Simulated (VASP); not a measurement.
A run of VASP 6.6.1 is set up as follows.

INCAR

```
SYSTEM = Ag
ALGO     = Normal         ! electronic algorithm
EDIFF    = 1E-6           ! SCF threshold, eV
EDIFFG   = -0.005         ! ionic threshold
ENCUT    = 700            ! plane-wave cutoff, eV
GGA      = PE             ! functional
IBRION   = 2              ! ionic algorithm
ISIF     = 3              ! what is computed and relaxed
ISMEAR   = 1              ! smearing method
LASPH    = .True.         ! aspherical terms in the spheres
LCHARG   = .False.        ! write CHGCAR
LREAL    = .False.        ! projectors in reciprocal space
LWAVE    = .False.        ! write WAVECAR
NELM     = 120            ! most SCF steps
NSW      = 60             ! ionic steps
PREC     = Accurate       ! precision mode
SIGMA    = 0.1            ! smearing width, eV
```

File KPOINTS:

```
k-points
0
Gamma
  18 18 18
  0 0 0
```

POSCAR

```
Ag
1.0
    0.0000000000      2.0300000000      2.0300000000
    2.0300000000      0.0000000000      2.0300000000
    2.0300000000      2.0300000000      0.0000000000
Ag
1
Direct
    0.0000000000      0.0000000000      0.0000000000
```

Potentials or basis: VASP PAW PBE potentials, release 64 (Ag).

Command:

```sh
$ cat potpaw_PBE.64/Ag/POTCAR > POTCAR
$ mpirun -np 1 vasp_std > vasp.out
```

Question: What does it give for the band gap on the k mesh?

Answer: None (metal or under the smearing width).

Question: What does it give for the relaxed volume?

Answer: 17.82 Å³/atom.

Question: What does it give for the space group after relaxing (to 0.05 Å)?

Answer: Fm-3m (No. 225).

Final structure:
```
Ag
1.0
     0.00000    2.07312    2.07312
     2.07312    0.00000    2.07312
     2.07312    2.07312    0.00000
Ag
1
Direct
  0.00000 0.00000 0.00000
```
